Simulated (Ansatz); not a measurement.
BaS (Fm-3m): lattice vibrations

```yaml
crystal:
  lattice:
    - [0.00000, 3.16630, 3.16630]
    - [3.16630, 0.00000, 3.16630]
    - [3.16630, 3.16630, 0.00000]
  atoms:
    - { symbol: Ba, position: [0.00000, 0.00000, 0.00000] }
    - { symbol: S, position: [0.50000, 0.50000, 0.50000] }
```

Unless marked otherwise, the numbers come from PBEsol, all-electron LAPW in Ansatz 0.2.0, scalar-relativistic. k mesh 6×6×6, fixed occupations, basis error target 1 meV/atom. The cell was relaxed by PAW under this functional.

Atoms are displaced by 0.01 Å in the smallest supercells that hold the wave vectors of a 2×2×2 mesh. Negative values stand for unstable modes. The zone centre has no LO-TO term.

Task: What are the phonon energies at the solved wave vectors, in cm⁻¹?

Result: 

| q | point | modes (cm⁻¹) |
| --- | --- | --- |
| 0.000 0.000 0.000 | Gamma | 144.5 (×3) |
| 0.500 0.000 0.000 | L | 74.0 (×2), 133.8, 166.2 (×2), 223.4 |
| 0.500 0.500 0.000 | X | 63.0 (×2), 103.1, 153.1 (×2), 172.6 |

Task: Is the structure dynamically stable at these wave vectors?

Result: Yes, no mode is unstable there; wave vectors off this mesh aren't tested.

Task: How do the optical zone-centre modes decompose, and which are active?

Result: Point group m-3m: Γ_opt = T1u.

```csv
label,cm⁻¹,activity,mostly
T1u,144.5,IR,S (81 %)
```

Task: How well do frozen-core PAW files reproduce these all-electron values?

Result: With a cutoff of 420 eV and displacements of 0.0025 Å, the r.m.s. difference over the modes is 0.0 cm⁻¹; the largest difference is 144.5 (PAW) against 144.5 cm⁻¹ (LAPW).

Task: The cell is scaled evenly to 62.217 and 64.757 Å³ (from 63.487), with free atoms relaxed and the shape held. What are the mode Grüneisen parameters γ = −d ln ω/d ln V?

Result: For the highest mode, 228.2 cm⁻¹ in the small cell and 218.7 in the large one give γ ≈ 1.06. From the change of the dynamical matrix on each mode:

```json
{"point": "Gamma", "cm⁻¹": "144.5", "γ": "2.33"}
{"point": "L", "cm⁻¹": "74.0", "γ": "2.24"}
{"point": "L", "cm⁻¹": "133.8", "γ": "1.08"}
{"point": "L", "cm⁻¹": "166.2", "γ": "1.88"}
{"point": "L", "cm⁻¹": "223.4", "γ": "1.07"}
{"point": "X", "cm⁻¹": "63.0", "γ": "-0.76"}
{"point": "X", "cm⁻¹": "103.1", "γ": "0.81"}
{"point": "X", "cm⁻¹": "153.1", "γ": "2.27"}
{"point": "X", "cm⁻¹": "172.6", "γ": "1.49"}
```

Weighted by the modes' heat capacities at 300 K, the mean on this mesh is 1.43; it moves with the q mesh, and a coarse one overweights the zone boundary. Rows under −0.05 (1 here) are modes that soften under compression and pull towards negative thermal expansion.

Task: Linear response on PAW files adds the field. What are the dielectric tensor, the Born charges and the LO shift?

Result: ε∞ = (4.99, 4.99, 4.99) along x, y, z with local fields. Born charges (xx, yy, zz): Ba1 (2.62, 2.62, 2.62); S2 (-2.62, -2.62, -2.62). The highest zone-centre mode lies at 144.5 cm⁻¹ without the macroscopic field and at 248.6 cm⁻¹ with it, for q along x. Lyddane-Sachs-Teller then gives ε₀ = ε∞ (ω_LO/ω_TO)² = 14.76. With the ions free to follow the field, the program's ε₀ is (14.76, 14.76, 14.76).

Known limits: the frozen-core PAW files of the compared runs were fitted under PBE, their cores solved anew for this functional; semilocal gaps are low, and ε∞ tends to come out large.
